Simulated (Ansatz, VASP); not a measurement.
AlN in VASP and in Ansatz

```
CELL_PARAMETERS angstrom
3.11300 0.00000 0.00000
-1.55650 2.69594 0.00000
0.00000 0.00000 4.98100
ATOMIC_POSITIONS crystal
Al 0.33333 0.66667 0.99901
Al 0.66667 0.33333 0.49901
N 0.33333 0.66667 0.38099
N 0.66667 0.33333 0.88099
```

Alike in both runs: functional PBE; k mesh 10 × 10 × 6; occupations fermi-dirac, width 0.02 eV; no spin polarisation.

Ansatz relaxed the structure, and its values are those at the end. VASP's run is a single point on that final structure, the one shown.

```csv
,VASP,Ansatz
version,VASP 6.6.1,Ansatz 0.2.0
potentials or method,"VASP PAW PBE potentials, release 64 (Al, N)","plane-wave PAW, scalar-relativistic"
plane-wave cutoff (eV),520,420
valence electrons in the cell,16,16
```

VASP gave:

- gap on the k mesh at the Fermi level (eV): 4.19
- pressure (GPa): 3.4

Problem. What did Ansatz give for the same quantities?

Solution. gap on the k mesh at the Fermi level (eV): 4.18; pressure (GPa): 3.7.

Ansatz warned: «stress_scf_threshold_loose».

A k mesh can miss the band edges.
